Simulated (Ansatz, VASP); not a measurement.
# One calculation of Sn, two programs

```
CELL_PARAMETERS angstrom
-1.89465 1.89465 1.94202
1.89465 -1.89465 1.94202
1.89465 1.89465 -1.94202
ATOMIC_POSITIONS crystal
Sn 0.00000 0.00000 0.00000
```

Change from the starting cell: strain +0.0250 x Voigt [0, 0, 1, 0, 0, 0], atoms carried along.

Alike in both runs: task single point; functional LDA; k mesh 18 × 18 × 18; occupations gaussian, width 0.15 eV; no spin polarisation.

```csv
,VASP,Ansatz
version,VASP 6.6.1,Ansatz 0.2.0
potentials or method,"VASP PAW LDA potentials, release 64 (Sn_d)","scalar-relativistic, plane waves, PAW"
plane-wave cutoff (eV),520,420
valence electrons in the cell,14,14
```

|  | VASP | Ansatz | Ansatz less VASP |
| --- | --- | --- | --- |
| gap on the k mesh at the Fermi level (eV) | none | none | - |
| pressure (GPa) | -4.2 | -4.2 | -0.04 |
| largest component of the traceless stress (GPa) | 0.37 | 0.37 | 0.000 |

A gap of «none» marks a metal or a gap that the smearing closes.
